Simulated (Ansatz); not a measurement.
HfO2 (P4_2/nmc) from a database of computed structures, relaxed with r2SCAN, was run in Ansatz under altered settings. All numbers are computed, without spin polarisation but where a row says otherwise.

```xyz
6
Lattice="3.5767 0.0000 0.0000 0.0000 3.5767 0.0000 0.0000 0.0000 5.2022" Properties=species:S:1:pos:R:3 pbc="T T T"
Hf    1.7883    1.7883    2.6011
Hf    0.0000    0.0000    0.0000
O     0.0000    1.7883    3.6218
O     1.7883    0.0000    4.1815
O     1.7883    0.0000    1.5804
O     0.0000    1.7883    1.0207
```

The base run's other keys:
```yaml
kpoints:
  mp_grid: { grid: [6, 6, 4] }
hamiltonian:
  xc: pbesol
scf:
  occupations: { method: fixed }
  n_extra_bands: 5
```

It takes 7 iterations with 1277 plane waves at 420 eV and 30 k points, and leaves a mean stress of -1.99 GPa. The gap over this mesh is 4.602 eV. It ran on 4 threads of Arm Neoverse N1, with other jobs on the host.

Outcomes, with energy and stress as changes against the base:
```
                                     setting            outcome  ΔF (meV/atom)  Δ mean stress (GPa)  gap on the mesh (eV)  iterations  wall time
        scf.convergence.dr2_threshold: 1e-12          converged            0.0                 0.00                 4.602          12      3.8 s
                              accuracy: high          converged            0.0                 0.00                 4.602          10      3.4 s
                     basis.ecutrho_ratio: 12          converged            0.0                 0.00                 4.602           7      2.9 s
             kpoints.mp_grid.grid: [4, 4, 4]          converged            0.0                 0.00                 4.601           7      1.9 s
          kpoints.mp_grid.shift: [0, 0, 0.5]          converged            0.0                 0.00                 4.698           7        2 s
                            basis.xc_grid: 1          converged            0.0                 0.00                 4.602           7      2.7 s
      scf.occupations: methfessel_paxton 0.5          converged            0.0                 0.00                 4.602           7      2.8 s
 hamiltonian.xc: r2scan (cutoff then 500 eV)          converged              –                +2.01                 5.265           7      6.5 s
                          basis.ecutwfc: 500          converged           -4.6                 0.00                 4.601           7      3.8 s
hamiltonian.xc: mr2scan (cutoff then 500 eV)          converged              –                +2.01                 5.265           7      6.5 s
                      basis.ecutrho_ratio: 1  converged, warned           -160                -0.39                 4.686           8      3.7 s
```
A dash marks a value that wasn't obtained or can't be compared. Stress is positive in compression. The base took 3.6 s.

- kpoints.mp_grid.shift: [0, 0, 0.5]. The free energy moves by 0.0 meV an atom, the mean stress by 0.00 GPa and the gap on the mesh by +0.097 eV (to 4.698). The gap changes mostly because other points are sampled; a mesh that misses a band edge overestimates it.
- hamiltonian.xc: r2scan. The cutoff follows the functional, from 420 to 500 eV. The mean stress moves by +2.01 GPa and the gap on the mesh by +0.663 eV (to 5.265). It's another functional on the same cell, so totals aren't comparable.
- hamiltonian.xc: mr2scan. The cutoff follows the functional, from 420 to 500 eV. The mean stress moves by +2.01 GPa and the gap on the mesh by +0.663 eV (to 5.265). It's another functional on the same cell, so totals aren't comparable.
- basis.ecutrho_ratio: 1. The free energy moves by -160 meV an atom, the mean stress by -0.39 GPa (single components by up to 1.1) and the gap on the mesh by +0.085 eV (to 4.686). A density grid this coarse aliases the density, so the change is an error. Warned: cutoff below recommended.

Within 1 meV an atom, 0.1 GPa and 0.005 eV of the base stay: scf.convergence.dr2_threshold: 1e-12; accuracy: high; basis.ecutrho_ratio: 12; kpoints.mp_grid.grid: [4, 4, 4]; basis.xc_grid: 1; scf.occupations: methfessel_paxton 0.5.

No spin-orbit coupling is included; it can move band edges with weight on the heavy atoms by tenths of an eV.
